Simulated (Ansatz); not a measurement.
Ga:

```xyz
2
Lattice="1.4500 -4.0650 0.0000 1.4500 4.0650 0.0000 0.0000 0.0000 3.1700" Properties=species:S:1:pos:R:3 pbc="T T T"
Ga    1.4500    2.9837    2.3775
Ga    1.4500   -2.9837    0.7925
```

This isn't the form of Ga at room conditions, which is orthorhombic.

- Program: Ansatz 0.2.0
- Task: relaxation of cell and atoms
- Functional: PBEsol
- Potentials or basis: all-electron LAPW, scalar-relativistic
- Basis error allowed: 0.001 eV/atom
- k mesh: 10 × 10 × 8
- Occupations: fermi-dirac, width 0.05 eV
- Spin: no spin polarisation

At the start: volume 18.68 Å³/atom.

How do energy, volume and symmetry change on relaxing?

Over 5 steps the energy falls by 9.1 meV/atom and the volume is 17.95 Å³/atom (-4.0 %); space group Cmcm (No. 63, to 0.05 Å).

Step by step:
```
step  energy change (eV)  largest force (eV/Å)  volume (Å³)
   1              0.0000                0.2102        37.37
   2             -0.0178                0.0456        35.67
   3             -0.0183                0.0028        35.93
   4             -0.0183                0.0007        35.89
   5             -0.0183                0.0006        35.89
```

Final structure:
```
Ga
1.0
     1.41105   -4.01332    0.00000
     1.41105    4.01332    0.00000
     0.00000    0.00000    3.16898
Ga
2
Direct
  0.13519 0.86481 0.75000
  0.86481 0.13519 0.25000
```
